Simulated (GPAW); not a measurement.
Crystal: SnO.

```
CELL_PARAMETERS angstrom
3.81370 0.00000 0.00000
0.00000 3.81370 0.00000
0.00000 0.00000 4.88691
ATOMIC_POSITIONS crystal
Sn 0.50000 0.00000 0.76463
Sn 0.00000 0.50000 0.23537
O 0.00000 0.00000 0.00000
O 0.50000 0.50000 0.00000
```

The cell is a database's computed one.

| Item | Value |
| --- | --- |
| Program | GPAW 26.7.0 |
| Task | single point |
| Functional | PBE |
| Potentials or basis | GPAW PAW data sets (gpaw-data 1.2.1) |
| Cutoff | 800 eV |
| Basis | pw |
| k mesh | 7 × 7 × 6 |
| Occupations | fermi-dirac, width 0.05 eV |
| Spin | no spin polarisation |

On this cell: pressure 2.8 GPa; largest force 0.315 eV/Å; band gap on the k mesh 0.38 eV, indirect (least direct gap 2.04 eV).

The same run follows on a disturbed copy (atoms moved at random, drawn with an rms of 0.05 Å):

```
Sn O
1.0
     3.81370    0.00000    0.00000
     0.00000    3.81370    0.00000
     0.00000    0.00000    4.88691
Sn O
2 2
Direct
  0.50918 0.99567 0.76977
  0.00319 0.50075 0.22490
  0.00685 0.00345 0.99809
  0.49356 0.49563 0.99839
```

Q: What changes?

A: The energy moves by +16.2 meV/atom; pressure 5.4 GPa; largest force 1.104 eV/Å; band gap on the k mesh 0.62 eV, indirect (least direct gap 1.93 eV).

Forces on the atoms (eV/Å):
```
Sn  -0.110  0.049 -1.014
Sn  -0.089 -0.005  1.100
O   -0.196 -0.187 -0.028
O    0.395  0.143 -0.058
```

Stress tensor (GPa, compression positive):
```
 5.32  0.04 -0.16
 0.04  5.21  0.00
-0.16  0.00  5.56
```

Caveats: spin-orbit coupling is left out, which moves the levels of the heavy elements; an odd mesh through Γ misses points on the zone boundary, where band edges often lie.
